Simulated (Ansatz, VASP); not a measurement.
Cl: VASP beside Ansatz

```
Cl
1.0
     3.12389   -2.23490    0.00000
     3.12389    2.23490    0.00000
     0.00000    0.00000    8.15490
Cl
4
Direct
  0.37000 0.63000 0.40000
  0.13000 0.87000 0.90000
  0.63000 0.37000 0.60000
  0.87000 0.13000 0.10000
```

Change from the starting cell: volume scaled by 0.98.

Alike in both runs: task single point; functional LDA; k mesh 7 × 7 × 4; occupations fermi-dirac, width 0.05 eV; no spin polarisation.

|  | VASP | Ansatz |
| --- | --- | --- |
| version | VASP 6.6.1 | Ansatz 0.2.0 |
| potentials or method | VASP PAW LDA potentials, release 64 (Cl), cutoff 520 eV | all-electron LAPW, scalar-relativistic |

VASP gave:

| Quantity | Value |
| --- | --- |
| gap on the k mesh at the Fermi level (eV) | 2.43 |
| least direct gap on the mesh (eV) | 2.49 |
| pressure (GPa) | -2.3 |
| largest component of the traceless stress (GPa) | 1.01 |
| rms of the force components (eV/Å) | 0.071 |

Q: Estimate Ansatz's values.

A: gap on the k mesh at the Fermi level (eV): 2.41; least direct gap on the mesh (eV): 2.47; pressure (GPa): -1.9; largest component of the traceless stress (GPa): 0.75; rms of the force components (eV/Å): 0.075.

Atom by atom the forces differ by 0.085 eV/Å (rms over components). Ansatz ran all-electron here, so the differences hold the error of VASP's frozen core and of both bases.

Caveats: an odd mesh through Γ misses points on the zone boundary, where band edges often lie.
